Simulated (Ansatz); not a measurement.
Two G0W0 runs on BaTiO3 (Pm-3m).

```
Ba Ti O
1.0
     4.00600    0.00000    0.00000
     0.00000    4.00600    0.00000
     0.00000    0.00000    4.00600
Ba Ti O
1 1 3
Direct
  0.50000 0.50000 0.50000
  0.00000 0.00000 0.00000
  0.50000 0.00000 0.00000
  0.00000 0.50000 0.00000
  0.00000 0.00000 0.50000
```

The cell and positions come from the Crystallography Open Database and are kept as given unless a step says otherwise. Spin-orbit coupling is left out unless a run names it.

The first (Ansatz 0.2.0; start PBE, 4×4×4 mesh, 145 empty bands, screening to 300 eV, PAW set soft_1 files; 1 × NVIDIA H100 80GB HBM3 (shared by 6 runs) with 2 threads of AMD EPYC 7R13 (Zen 3), shared host) gave, on its mesh: starting gap 1.79 eV, G0W0 gap 3.16 eV, RPA ε∞ (mean) 6.98, 8.2 s.

The second gave: starting gap 1.79 eV, G0W0 gap 3.22 eV, RPA ε∞ (mean) 6.98, 6.7 s.

Question: What was changed in the input? Choose among start, files, mesh, bands and cutoff, frequency model or another key.

Changed: empty bands from 145 to 51 and screening cutoff (eV) from 300 to 150. The starting gap stayed, which rules out the functional and points to the GW step. Other changes could give like numbers; this is the one that was made.

Limits: not at the basis limit; no spin-orbit coupling; coarse k mesh.

[Paths, hosts, dates, memory and timing lines, banners, echoed tables and standing remarks are left out of the program output.]

[Logs are printed without paths, hosts, clocks, repeated set-up lines and the standing remarks that a program may print on its own settings, such as how far it seeks lower states.]

[Runs of the session that timed out or met a known fault of the program may be left out.]

[Cells called generated may have been cut or substituted from an entry of the Crystallography Open Database or the Materials Project.]

[Hosts, paths, dates, database ids (printed as entryN), source tags and the programs' standing remarks are cut or masked in the printed files.]
